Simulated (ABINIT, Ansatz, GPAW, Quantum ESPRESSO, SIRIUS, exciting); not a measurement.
# Ag: programs and potentials compared

```
Ag
1.0
    -1.66744    1.70967    1.67800
     1.64484   -1.66248    1.60821
     1.64974    1.64478   -1.63081
Ag
1
Direct
  0.00036 0.98336 0.99733
```

This isn't the form of Ag at room conditions, which is fcc.

The given cell was strained at random by a few per cent at fixed volume.

Alike in all runs: task single point; functional PBEsol; k mesh 11 × 11 × 11; occupations fermi-dirac, width 0.05 eV; no spin polarisation; no spin-orbit coupling. Pressure is positive in compression and, in plane waves, holds the error of the finite cutoff.

| program and potentials | plane-wave cutoff (eV) | notes | pressure (GPa) | energy over the undisturbed cell (meV/atom) |
| --- | --- | --- | --- | --- |
| GPAW, PAW data sets generated for this functional | 600 | 17 valence electrons an atom on average | -7.21 | 2.14 |
| ABINIT, PseudoDojo NC SR PBEsol v0.4.1 standard | 1116 | 19 valence electrons an atom on average | -7.43 | 2.23 |
| exciting, all-electron LAPW+lo, shipped species files, valence relativity iora* | - | - | - | 2.13 |
| Quantum ESPRESSO, GBRV 1.5 PBEsol | 762 | 19 valence electrons an atom on average | -7.55 | 2.22 |
| SIRIUS, PseudoDojo 0.4.1 PBEsol standard (scalar relativistic) | 1127 | 19 valence electrons an atom on average | -7.38 | - |
| Ansatz, all-electron LAPW, scalar-relativistic | - | - | -7.24 | - |

The pressure spans -7.55 (Quantum ESPRESSO, GBRV 1.5 PBEsol) to -7.21 GPa (GPAW, PAW data sets generated for this functional), with all-electron results at -7.24.

The functional is the same throughout but for its coding, so the spread measures potentials, basis and numerics; runs on potential files found faulty are left out.
